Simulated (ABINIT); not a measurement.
A run of ABINIT 10.8.3 (patched build) is set up as follows.

File run.abi:

```
# Pseudopotentials
pp_dirpath "./"
pseudos "Nb_ONCV_PBE-1.2.upf"

# Structure
acell 3*1.0 Angstrom
rprim
    -1.6639500000     1.6639500000     1.6639500000
     1.6639500000    -1.6639500000     1.6639500000
     1.6639500000     1.6639500000    -1.6639500000
ntypat 1
znucl 41
natom 1
typat 1
chkprim 0
chksymtnons 0
tolsym 1.0e-6
xred
            0.0            0.0            0.0

# Plane-wave basis
ecut 1115.666836 eV
ecutsm 0.5

# k points
kptopt 1
ngkpt 8 8 8
nshiftk 1
shiftk 0.0 0.0 0.0

# Exchange and correlation
ixc 11

# Bands and occupations
nband 11
occopt 3
tsmear 0.00183747

# SCF cycle
nstep 80
tolvrs 1.0e-12

# Output
iomode 3
prteig 0
prtebands 0
prtwf 0
prtden 0

# Relaxation
ionmov 2
optcell 2
ntime 50
tolmxf 2.0e-5
dilatmx 1.08
```

Potentials or basis: SG15 NC PBE v1.2.

Run with:

```sh
$ abinit run.abi > log 2>&1
```

**Question.** Predict the relaxed volume.

**Answer.** 18.20 Å³/atom.

**Question.** Estimate the relaxed cell.

**Answer.** a = 2.870 Å, b = 2.870 Å, c = 2.870 Å, α = 109.47°, β = 109.47°, γ = 109.47°.

**Question.** What does it give for the space group after relaxing (to 0.05 Å)?

**Answer.** Im-3m (No. 229).

Step by step:
```
step  energy change (eV)  largest force (eV/Å)  pressure (GPa)  volume (Å³)
   1              0.0000                0.0000           -2.15        18.43
   2             -0.0012                0.0000           -1.01        18.31
   3             -0.0015                0.0000            0.00        18.20
```
